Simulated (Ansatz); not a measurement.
The system is BaS.

```
Ba S
1.0
     0.00000    3.19375    3.19375
     3.19375    0.00000    3.19375
     3.19375    3.19375    0.00000
Ba S
1 1
Cartesian
  0.0000 0.0000 0.0000
  3.1938 3.1938 3.1938
```

- Program: Ansatz 0.2.0
- Task: relaxation of cell and atoms
- Functional: PBEsol
- Potentials or basis: Ansatz PAW
- Cutoff: 420 eV (not typed: the program's choice for these potentials)
- k mesh: 7 × 7 × 7
- Occupations: fermi-dirac, width 0.05 eV
- Spin: no spin polarisation

At the start: volume 32.58 Å³/atom.

Problem. Where does the relaxation end?

Solution. It ends after 4 steps and the volume is 31.74 Å³/atom (-2.6 %); space group Fm-3m (No. 225, to 0.05 Å).

The path:
| step | energy change (eV) | largest force (eV/Å) | volume (Å³) |
| --- | --- | --- | --- |
| 1 | 0.0000 | 0.0000 | 65.15 |
| 2 | -0.0057 | 0.0000 | 62.96 |
| 3 | -0.0062 | 0.0000 | 63.49 |
| 4 | -0.0062 | 0.0000 | 63.49 |

Final structure:
```yaml
crystal:
  lattice:
    - [0.00000, 3.16631, 3.16631]
    - [3.16631, 0.00000, 3.16631]
    - [3.16631, 3.16631, 0.00000]
  atoms:
    - { symbol: Ba, position: [0.00000, 0.00000, 0.00000] }
    - { symbol: S, position: [0.50000, 0.50000, 0.50000] }
```

Caveat: the plane-wave basis is chosen anew once the cell has moved, so the energies of steps on either side of that aren't comparable; the PAW data sets come from PBE, with cores solved anew for the run's functional, which leaves a small shift of forces and pressure.
